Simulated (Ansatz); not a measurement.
Crystal: TiNi.

```
Ni Ti
1.0
     3.82195    0.00000    0.00000
     0.00000    3.82195    0.00000
     0.00000    0.00000    3.63625
Ni Ti
2 2
Direct
  0.00000 0.00000 0.00000
  0.50000 0.50000 0.00000
  0.50000 0.00000 0.51920
  0.00000 0.50000 0.48080
```

The cell comes from a database or a generator and needn't be the stable form of this composition.

A run of Ansatz 0.2.0 on this cell left the log below. Logs are shortened: lines on timing, memory, paths and dates and some standing lists are left out, and cuts for length are marked.

```text
Warning: output.stress: scf.convergence.dr2_threshold = 1e-7 eV (the SCF's general default) is looser than the 4e-10 eV advised for a printed stress (1e-10 eV for each atom of the cell: 4). What an SCF threshold leaves in a stress goes as its square root, and in the free energy as the threshold itself, and one threshold admits the most on a small cell: of the crystals measured, under no hybrid functional and no lock of the moments, on runs that ended without the residual-converged pass, on stresses that held no estimate of that error, the worst erred by over 100 MPa in a component at 1e-7 eV an atom and by under 5 at 1e-10. Set scf.convergence.dr2_threshold to 4e-10 eV or tighter. The threshold is an SCF's pass mark: one that does not reach it within its budget of iterations ends unconverged, or closes short of it on a stop that the run arms, and scf.convergence.dr2_threshold's page says what that costs each kind of run
Warning: RAYON_NUM_THREADS=2 ignored (pool sized by the plan → 2); use --threads N
Engine: ansatz 0.2.0, aarch64-unknown-linux-gnu
Pseudopotentials: kind: paw
Pseudopotential: Ni, paw, valence charge 18, recommended cutoff 420 eV (normal), Ni.paw.azcp
Pseudopotential: Ti, paw, valence charge 12, recommended cutoff 420 eV (normal), Ti.paw.azcp
Functional definition: PBEsol
  exchange = pbesol_x
  correlation = pbesol_c
Crystal: 4 atoms, lattice volume = 53.116 Å³
Basis set: ecut = 420 eV, 1029 PW (Γ), exchange–correlation on 54×54×50 points (8 copies of the dense FFT grid, shifted against one another)
Bands: 36, of which v1, the nominal top of the filled ones, is band 30 counted from 1 (29 counted from 0)
Symmetry: 16 space group operations
Space group: P4/nmm (ITA 129), of the structure as read, at distance tolerance 3.8e-5 Å
k-points: 40 of 216
Non-local potential: Ni, projectors of the file, l = 0: 3, l = 1: 2, l = 2: 3, l = 3: 1
Non-local potential: Ti, projectors of the file, l = 0: 3, l = 1: 2, l = 2: 3, l = 3: 1
PAW form: soft (Blöchl's): semilocal exchange-correlation on the pseudo side does not see the compensation charge
PAW frozen core: Ni, regenerated for the run's functional, and the local potential with it (the file was generated under x = pbe(κ = 0.804, μ = 0.2195149727645171), c = pbe(β = 0.06672455060314922))
PAW frozen core: Ti, regenerated for the run's functional, and the local potential with it (the file was generated under x = pbe(κ = 0.804, μ = 0.2195149727645171), c = pbe(β = 0.06672455060314922))
PAW one-centre angular grid: Ni, 590 points (default); XC on 64 Gauss nodes
[... 39 lines left out ...]
  E_xc         = -364.396555
  E_vxc        = -464.382671  (∫ρ·V_xc dr)
  E_paw        = -5232.446510  (= ΣΔE_a)
  E_vpaw       = -1384.083049  (= ΣTr[D̂ρ^β])
  E_aug_tail   = 0.001186  (compensation charges beyond the density's cutoff)
  E_ewald      = -8061.552681
  E_core_change = 0.673346  (= ΣΔE_core)
  E_smearing   = -0.051702  (= −TS)
  E_closure    = -0.000000  (closes the sum)
  Σ components = -16559.091681   (vs F -16559.091681, Δ=0.00e0)
--- Forces (eV/Å), atoms counted from 1 ---
  atom   1  Ni     0.00000000     0.00000000     0.00000000
  atom   2  Ni     0.00000000     0.00000000     0.00000000
  atom   3  Ti     0.00000000     0.00000000    -0.17248728
  atom   4  Ti     0.00000000     0.00000000     0.17248728
  max |Σ_I F_I| component: 2.78e-17 eV/Å
--- Stress (GPa, compression-positive) ---
       -3.247490       0.000000       0.000000
        0.000000      -3.247490       0.000000
        0.000000       0.000000      -8.346957
  P = ⅓ Tr σ = -4.9473 GPa (-49.473 kbar)
--- Band table (eV; the first three rows and the last of 80) ---
  k-point 0 ↑: bands = ["-86.8875", "-86.8804", "-47.4802", "-47.4716", "-47.4096", "-47.4096", "-47.3674", "-47.3674", "-40.3528", "-40.1646", "-16.9374", "-16.9374", "-16.7123", "-16.5557", "-16.3438", "-16.3438", "8.5201", "11.9622", "12.2508", "12.4026", "12.7931", "12.8719", "12.8719", "14.3715", "14.3715", "15.0701", "15.5406", "15.8310", "16.3152", "16.8158", "18.3530", "18.3530", "18.4960", "18.5307", "18.5307", "19.1831"]
  k-point 1 ↑: bands = ["-86.8875", "-86.8803", "-47.4808", "-47.4718", "-47.4095", "-47.4095", "-47.3673", "-47.3673", "-40.3514", "-40.1641", "-16.9373", "-16.9373", "-16.7267", "-16.5653", "-16.3437", "-16.3437", "8.8847", "12.2221", "12.3248", "12.5783", "12.9034", "12.9913", "12.9913", "14.4251", "14.4251", "15.0821", "15.5410", "15.6760", "16.0704", "16.3538", "16.7555", "16.7555", "18.4463", "18.9212", "18.9212", "19.2340"]
  k-point 2 ↑: bands = ["-86.8875", "-86.8803", "-47.4819", "-47.4723", "-47.4095", "-47.4095", "-47.3673", "-47.3673", "-40.3487", "-40.1629", "-16.9371", "-16.9371", "-16.7553", "-16.5845", "-16.3435", "-16.3435", "9.8898", "12.3148", "12.9273", "12.9482", "13.1686", "13.3340", "13.3340", "14.5425", "14.5425", "15.1028", "15.1121", "15.3223", "15.3757", "15.4437", "15.4437", "15.5419", "18.0532", "18.4568", "18.4568", "18.8999"]
  k-point 39 ↓: bands = ["-86.8839", "-86.8839", "-47.4769", "-47.4769", "-47.4141", "-47.4141", "-47.3636", "-47.3636", "-40.2542", "-40.2542", "-17.0345", "-17.0345", "-16.6709", "-16.6709", "-16.2794", "-16.2794", "11.8190", "11.8190", "12.5217", "12.5217", "14.2318", "14.2318", "14.2626", "14.2626", "14.3375", "14.3375", "16.0252", "16.0252", "16.0878", "16.0878", "16.3986", "16.3986", "16.8072", "16.8072", "18.5317", "18.5317"]
```

Q: Write the input and the command behind it.

A: Single point with PBEsol, collinear spin, program default start. The files as run (others can give the same):

input.yaml
```yaml
crystal:
  lattice:
    - [3.821946, 0.0, 0.0]
    - [0.0, 3.821946, 0.0]
    - [0.0, 0.0, 3.63625]
  atoms:
    - { symbol: Ni, position: [0.0, 0.0, 0.0] }
    - { symbol: Ni, position: [0.5, 0.5, 0.0] }
    - { symbol: Ti, position: [0.5, 0.0, 0.519199] }
    - { symbol: Ti, position: [0.0, 0.5, 0.480801] }
hamiltonian:
  xc: pbesol
  pseudopotentials: { kind: paw }
magnetization:
  spin_polarized: true
  initial_magnetization: 0.0
  spin_locking: { lock_magnetization: hard }
kpoints:
  mp_grid: { grid: [6, 6, 6] }
scf:
  occupations: { method: fermi_dirac, width: 0.05 }
  lower_state_search: "off"
output:
  forces: true
  stress: true
  eigenvalues: true
```

Potentials or basis: Ansatz PAW.
Launch:
```sh
$ ansatz run input.yaml --threads 2 --pin off --max-ram 5632MiB --backend cpu --events-out ev --progress --plain --runs-dir out
```

Caveat: the total moment is fixed, so each spin has its own Fermi level; the PAW data sets come from PBE, with cores solved anew for the run's functional, which leaves a small shift of forces and pressure; the thresholds are loose for stress.
